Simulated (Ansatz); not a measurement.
Ti in Ansatz: the effect of functional

Ti:

```xyz
3
Lattice="4.5056 0.0000 0.0000 -2.2528 3.9020 0.0000 0.0000 0.0000 2.7880" Properties=species:S:1:pos:R:3 pbc="T T T"
Ti    2.2528    1.3007    1.3940
Ti    0.0000    2.6013    1.3940
Ti    0.0000    0.0000    0.0000
```

This isn't the form of Ti at room conditions, which is hcp.

The cell isn't the ideal one: volume scaled by 0.96.

Alike in all runs:

- Program: Ansatz 0.2.0
- Task: single point
- Potentials or basis: Ansatz PAW
- k mesh: 7 × 7 × 9
- Occupations: fermi-dirac, width 0.05 eV
- Spin: no spin polarisation

**Question.** One run gave: pressure 5.1 GPa. Which functional did it use?
A. LDA
B. r2SCAN
C. PBEsol

**Answer.** B.

```tsv
functional	cutoff	pressure (GPa)
LDA	420 eV (not typed: the program's choice for these potentials)	-3.7
PBEsol	420 eV (not typed: the program's choice for these potentials)	1.0
r2SCAN	500 eV (not typed: the program's choice for these potentials)	5.1
```

Caveats: the PAW data sets come from PBE, with cores solved anew for the run's functional, which leaves a small shift of forces and pressure.
